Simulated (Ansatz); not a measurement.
## Two Ansatz runs on CdS

The cell is COD entry 1011260, as deposited and not checked against the literature; nothing was relaxed. It is an old determination, and later ones may differ. The listed cell was then made from it by scaling, straining or moving an atom.

First run: DFT, PBE, PAW with Ansatz's default frozen-core files, scalar-relativistic (Ansatz 0.2.0).

Command: `ansatz run input.yaml --threads 1 --pin off --max-ram 2048MiB --backend cpu --events-out ev --progress --plain --runs-dir out` The run took 8 s on 1 thread of AMD EPYC 7R43 64-Core Processor (Zen 3) (shared host), peak memory 0.43 GiB.

```yaml
crystal:
  lattice:
    - [0.0, 2.86635, 2.91]
    - [2.86635, 0.0, 2.91]
    - [2.86635, 2.86635, 0.0]
  atoms:
    - { symbol: Cd, position: [0.0, 0.0, 0.0] }
    - { symbol: S, position: [0.75, 0.75, 0.75] }
kpoints:
  mp_grid: { grid: [9, 9, 9] }
scf:
  occupations: { method: fermi_dirac, width: 0.03 }
hamiltonian:
  xc: pbe
  pseudopotentials: { kind: paw }
output:
  forces: true
  stress: true
  eigenvalues: true
  efg: { contact_densities: true }
```

Result: converged; pressure 5.49 GPa; gap on the k mesh 1.21 eV (the mesh can miss the band edges); 6 SCF iterations.

A second input differs as follows:

```diff
@@ -11,7 +11,9 @@
 scf:
   occupations: { method: fermi_dirac, width: 0.03 }
+  max_iter: 100
 hamiltonian:
   xc: pbe
   pseudopotentials: { kind: paw }
+  hubbard: { sites: [{ species: Cd, l: p, u_eff: -5.0 }] }
 output:
   forces: true
```

Task: What is wrong with it, and what does the program do?

Result: The fault is an enormous or negative U. The run converged; pressure 3.12 GPa; gap on the k mesh 1.40 eV (the mesh can miss the band edges); 7 SCF iterations. Such numbers aren't properties of the crystal. The log ends:
```
--- Band table (eV; the first three rows and the last of 75) ---
  k-point 0: bands = ["-93.9604", "-55.0332", "-55.0332", "-55.0301", "-5.4858", "-0.4711", "-0.4620", "-0.4620", "0.0959", "0.1046", "7.0795", "7.1314", "7.1314", "8.5317", "12.6391", "12.6391", "12.6513"]
  k-point 1: bands = ["-93.9882", "-55.0332", "-55.0321", "-55.0289", "-5.6492", "-0.4487", "-0.4418", "-0.4225", "0.0953", "0.1028", "6.2761", "6.9758", "7.0138", "8.9546", "12.8231", "12.8318", "12.9479"]
  k-point 2: bands = ["-93.9891", "-55.0331", "-55.0321", "-55.0291", "-5.6076", "-0.4013", "-0.3937", "-0.2911", "0.0997", "0.1038", "4.9035", "6.6911", "6.7390", "9.6814", "12.9839", "13.1977", "13.2147"]
  k-point 74: bands = ["-93.9603", "-55.0321", "-55.0316", "-55.0294", "-5.1389", "-0.2237", "-0.0797", "-0.0622", "0.1857", "0.5050", "3.1069", "4.6823", "5.0531", "10.2127", "12.0114", "16.1703", "16.6682"]
Occupation matrices written to <dir>
```
